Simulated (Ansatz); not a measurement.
Runs of Ansatz 0.2.0 on In. The structure is hexagonal, space group P6_3/mmc (No. 194). Conventional cell: a = 3.335 Å, b = 3.335 Å, c = 5.509 Å, α = 90.00°, β = 90.00°, γ = 120.00°. Around In (site symmetry -6m2) lie 12 In at 3.34 to 3.36 Å. This isn't the form of In at room conditions, which is tetragonal.

```tsv
task	level	cell	k mesh	smearing	atoms under strain	gap on the mesh (eV)	pressure (GPa)	relaxed volume (Å³/atom)
relaxation of cell and atoms	revPBE+D3(BJ)	relaxed	9 × 9 × 5	fermi-dirac 0.05 eV	-	none	0.0	25.76
phonons	PBE	as given	7 × 7 × 4	fermi-dirac 0.05 eV	-	none	-	-
single point	PBE	as given	9 × 9 × 5	gaussian 0.026 eV	-	none	1.4	-
relaxation of cell and atoms	PBEsol+D3(BJ)	relaxed	9 × 9 × 5	fermi-dirac 0.05 eV	-	none	0.0	24.32
phonons	PBEsol	as given	7 × 7 × 4	fermi-dirac 0.05 eV	-	none	-	-
elastic constants	LDA	as given	7 × 7 × 4	fermi-dirac 0.05 eV	clamped	none	-3.2	-
relaxation of cell and atoms	LDA	relaxed	9 × 9 × 5	fermi-dirac 0.05 eV	-	none	0.0	(a)
elastic constants	PBE	as given	7 × 7 × 4	fermi-dirac 0.05 eV	relaxed	none	(b)	-
```

Alike in all rows: potentials or basis Ansatz PAW; no spin polarisation; cutoff (eV) 420.

Estimate the missing entries.

(a) 24.64; (b) 1.2.

Caveats: the PAW data sets come from PBE, with cores solved anew for the run's functional, which leaves a small shift of forces and pressure (some runs); the plane-wave basis is chosen anew once the cell has moved, so the energies of steps on either side of that aren't comparable (some runs); pairwise dispersion overbinds metals, which lowers pressure and volume (some runs); the elastic tensor has a negative eigenvalue, so either the cell is unstable as it stands or the mesh is too thin (some runs); the cell is more than 3 GPa from zero pressure, which shifts response properties (some runs).

A k mesh can miss the band edges, and the runs leave out spin-orbit coupling on In.

A gap of «none» marks a metal or a gap under the smearing width.
